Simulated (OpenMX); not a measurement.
V:

```
CELL_PARAMETERS angstrom
-1.51435 1.51435 1.51435
1.51435 -1.51435 1.51435
1.51435 1.51435 -1.51435
ATOMIC_POSITIONS crystal
V 0.00000 0.00000 0.00000
```

Base run:

```yaml
Program: OpenMX 3.8.5
Functional: PBE
Potentials_or_basis: OpenMX 2013 PBE set, V6.0-s3p2d2f1, grid cutoff 400 Ry
k_mesh: 13 × 13 × 13
Occupations: fermi-dirac, width 0.05 eV
Spin: collinear spin, ferromagnetic start
Starting_moments: "[2.0] μB"
```

Its results: pressure -5.3 GPa; net moment 0.00 μB per cell.

Q: The run is repeated on the same cell with these changes: potentials or basis from OpenMX 2013 PBE set, V6.0-s3p2d2f1, grid cutoff 400 Ry to OpenMX 2013 PBE set, V6.0-s2p2d1, grid cutoff 400 Ry; k mesh from 13 × 13 × 13 to 9 × 9 × 9. What comes out?

A: Pressure -10.4 GPa; net moment 0.00 μB per cell.

Caveats: the basis of atomic orbitals isn't converged, which shifts pressures, moduli and gaps; the transition metal has a single d function, too few for pressures, volumes and moments (some runs).
